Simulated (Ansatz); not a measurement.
**CoSi2: stress in a strained cell**

Aim: deform CoSi2 (equal xy, yz and zx engineering shear strains of +1 %) and compute stress, forces and field gradients with LAPW, PAW and all-electron datasets made for the crystal.

Program: Ansatz 0.2.0. Level of theory: DFT PBE, scalar-relativistic. These are calculated values, not measurements.

### Step 1. Starting point

It takes space group Fm-3m (No. 225, cubic). The conventional cell has a = 5.365 Å, b = 5.365 Å, c = 5.365 Å, α = 90.00°, β = 90.00°, γ = 90.00°. Co (site symmetry m-3m) has 8 Si at 2.32 Å as nearest neighbours. Around Si (site symmetry -43m) lie 4 Co at 2.32 Å.

Structure file:

```cif
data_structure
_symmetry_space_group_name_H-M 'P 1'
_symmetry_Int_Tables_number 1
_cell_length_a 3.7936
_cell_length_b 3.7936
_cell_length_c 3.7936
_cell_angle_alpha 60.000
_cell_angle_beta 60.000
_cell_angle_gamma 60.000
_cell_volume 38.61
loop_
_atom_site_label
_atom_site_type_symbol
_atom_site_fract_x
_atom_site_fract_y
_atom_site_fract_z
_atom_site_occupancy
Co1 Co 0.00000 0.00000 0.00000 1
Si1 Si 0.25000 0.25000 0.25000 1
Si2 Si 0.75000 0.75000 0.75000 1
```

Atoms are numbered in the order of the input: Co1, Si2, Si3.

### Step 2. The deformed structure

Space group Fm-3m before, R-3m after.

### Step 3. All-electron LAPW

Contents of input.yaml:

```yaml
crystal:
  lattice:
    - [0.026825, 2.6959125, 2.6959125]
    - [2.6959125, 0.026825, 2.6959125]
    - [2.6959125, 2.6959125, 0.026825]
  atoms:
    - { symbol: Co, position: [0.0, 0.0, 0.0], spin: 2.0 }
    - { symbol: Si, position: [0.25, 0.25, 0.25] }
    - { symbol: Si, position: [0.75, 0.75, 0.75] }
magnetization:
  spin_polarized: true
kpoints:
  mp_grid: { grid: [11, 11, 11] }
  band_path:
    path:
      - [0.0, 0.0, 0.0]
      - [0.5, 0.5, 0.5]
      - [0.247543133, 0.5, 0.752456867]
      - [-0.247543133, 0.247543133, 0.5]
      - [0.0, 0.0, 0.5]
      - [0.0, 0.0, 0.0]
      - [-0.3737715665, 0.0, 0.3737715665]
      - [0.0, 0.3737715665, 0.6262284335]
      - [0.0, 0.5, 0.5]
    npoints: 5
scf:
  occupations: { method: fermi_dirac, width: 0.05 }
hamiltonian:
  xc: pbe
  pseudopotentials: { kind: all_electron, lapw: { basis_error: 0.001 } }
output:
  forces: true
  stress: true
  eigenvalues: true
```

The run is started by

```sh
$ ansatz run input.yaml --threads 1 --pin off --max-ram 4096MiB --backend cpu --events-out ev --progress --plain --runs-dir out
```

### Step 4. PAW with frozen cores

Contents of input.yaml:

```yaml
crystal:
  lattice:
    - [0.026825, 2.6959125, 2.6959125]
    - [2.6959125, 0.026825, 2.6959125]
    - [2.6959125, 2.6959125, 0.026825]
  atoms:
    - { symbol: Co, position: [0.0, 0.0, 0.0], spin: 2.0 }
    - { symbol: Si, position: [0.25, 0.25, 0.25] }
    - { symbol: Si, position: [0.75, 0.75, 0.75] }
magnetization:
  spin_polarized: true
kpoints:
  mp_grid: { grid: [11, 11, 11] }
scf:
  occupations: { method: fermi_dirac, width: 0.05 }
hamiltonian:
  xc: pbe
  pseudopotentials: { kind: paw }
output:
  forces: true
  stress: true
  eigenvalues: true
  efg: { contact_densities: true }
```

### Step 5. Datasets made for this crystal

input.yaml, as its differences from that of step 4:

```diff
@@ -17,3 +17,3 @@
   xc: pbe
-  pseudopotentials: { kind: paw }
+  pseudopotentials: { kind: all_electron, datasets: crystal }
 output:
```

(Steps that only read results are left out.)

Before running it: what results should come out? Wanted: pressure; largest shear or deviatoric stress.

The runs gave:

| quantity | value |
| --- | --- |
| pressure | LAPW -0.44, PAW -0.49, crystal datasets -0.43 GPa |
| largest shear or deviatoric stress (LAPW) | 1.46 GPa |

**Reading.** The largest part of the stress beyond the pressure is 1.46 GPa in size; the atoms are carried along and not relaxed. No run of the undeformed cell stands beside it, so the pressure holds what the given cell had before the change. PAW: stress within 0.05 GPa of LAPW, forces within 1 meV/Å. Crystal datasets: stress within 0.01 GPa of LAPW, forces within 1 meV/Å.
